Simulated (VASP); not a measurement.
Set up this calculation in VASP 6.6.1, as the native input.

```
Task                   : relaxation of cell and atoms
Functional             : PBE
Potentials or basis    : VASP PAW PBE potentials, release 64 (Ti_sv, N)
Cutoff                 : 600 eV
k mesh                 : 4 × 4 × 4
Occupations            : methfessel-paxton, width 0.2 eV
Spin                   : no spin polarisation
Further INCAR settings : ALGO = Fast; EDIFF = 1e-07; IBRION = 2; EDIFFG = -0.01; NSW = 60; ISIF = 3
```

The structure of TiN lies in POSCAR:

```
TiN
1.0
    0.0000000000      2.1200000000      2.1200000000
    2.1200000000      0.0000000000      2.1200000000
    2.1200000000      2.1200000000      0.0000000000
Ti N
1 1
Direct
    0.0000000000      0.0000000000      0.0000000000
    0.5000000000      0.5000000000      0.5000000000
```

The cell was built by a generator and needn't be a form met in nature.

The input as run:

INCAR

```
SYSTEM = TiN
ALGO = Fast
EDIFF = 1E-7
EDIFFG = -0.01
ENCUT = 600
GGA = PE
IBRION = 2
ISIF = 3
ISMEAR = 1
LASPH = .True.
LCHARG = .False.
LREAL = .False.
LWAVE = .False.
NELM = 100
NSW = 60
PREC = Accurate
SIGMA = 0.2
```

KPOINTS

```
k-points
0
Gamma
  4 4 4
  0 0 0
```

Potentials or basis: VASP PAW PBE potentials, release 64 (Ti_sv, N).

Command:

```console
$ cat potpaw_PBE.64/Ti_sv/POTCAR potpaw_PBE.64/N/POTCAR > POTCAR
$ mpirun -np 1 vasp_std > vasp.out
```

It gave:

* Relaxed volume: 9.61 Å³/atom
* Relaxed cell: a = 3.007 Å, b = 3.007 Å, c = 3.007 Å, α = 60.00°, β = 60.00°, γ = 60.00°
* Space group after relaxing (to 0.05 Å): Fm-3m (No. 225)
* Energy gained by relaxing: 0.6 meV/atom
* Ionic steps: 3
* Pressure after relaxing: 0.0 GPa
* Band gap on the k mesh: none (metal or under the smearing width)

Caveat: the k mesh is coarse (spacing up to 0.64 Å⁻¹), so the values aren't converged.

Run time: 9.7 s on 1 thread of Intel(R) Xeon(R) 6975P-C (Granite Rapids) (shared host), peak memory 0.13 GiB.
